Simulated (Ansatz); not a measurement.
**As (diamond): energy against volume**

Method: Ansatz 0.2.0, DFT, RPBE, plane waves (420 eV) with PAW, scalar-relativistic. The PAW files were generated under PBE, with cores re-solved for the functional.

The cell is scaled uniformly from the relaxed one, with fractional coordinates and shape fixed. Energies are extrapolated to zero smearing, pressures are those at the given smearing. Magnetic state: spin not included.

A Birch-Murnaghan fit gives V₀ = 29.47 Å³/atom, B₀ = 42 GPa, B₀′ = 3.7.

**Question.** What are the energy above the minimum and the pressure at 26.008 Å³/atom?

**Answer.** 65.5 meV/atom and 6.61 GPa as computed.

**Question.** What are the energy above the minimum and the pressure at 30.737 Å³/atom?

**Answer.** 6.8 meV/atom and -1.68 GPa as computed.

**Question.** What are the energy above the minimum and the pressure at 33.102 Å³/atom?

**Answer.** 49.3 meV/atom and -3.96 GPa as computed.
